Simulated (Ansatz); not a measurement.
## Squeezing and stretching ZnSe

Reference cell: a structure deposited in the COD, whose atoms a relaxation with PBE at fixed cell left in place.

```
Zn Se
1.0
     0.00000    2.83380    2.83380
     2.83380    0.00000    2.83380
     2.83380    2.83380    0.00000
Zn Se
1 1
Direct
  0.00000 0.00000 0.00000
  0.25000 0.25000 0.25000
```

Atom numbers follow the list; atoms alike are taken as one site, whose name carries the number of the first.

All values are calculated (Ansatz; DFT, PBE, plane waves and PAW, scalar-relativistic, 420 eV cutoff, Γ-centred 13×13×13 k-points, Fermi–Dirac smearing 0.02 eV), not measured.

The cell is scaled uniformly, and the ions relax again at each size.

| V/V₀ | pressure (GPa) | gap on the k-mesh (eV) |
| --- | --- | --- |
| 0.94 | 6.8 | 1.54 |
| 0.96 | 5.1 | 1.45 |
| 0.98 | 3.5 | 1.37 |
| 1.00 | ? | ? |
| 1.02 | 0.9 | 1.21 |
| 1.04 | -0.3 | 1.13 |
| 1.06 | -1.3 | 1.06 |

Question: Estimate the row at V/V₀ = 1.00, the equilibrium volume and the bulk modulus.

Answer: pressure (GPa): 2.1; gap on the k-mesh (eV): 1.29. Worked: a parabola in ln(V/V₀) through the other 6 rows gives 2.1 GPa there. It crosses zero pressure at V/V₀ = 1.035, the equilibrium volume of this functional, where the bulk modulus is B = −dP/d ln V = 56 GPa. The gap falls as the cell grows, by 0.040 eV per per cent of volume.

PBE gaps are too small, by a third to a half in many semiconductors; their changes with volume are better.
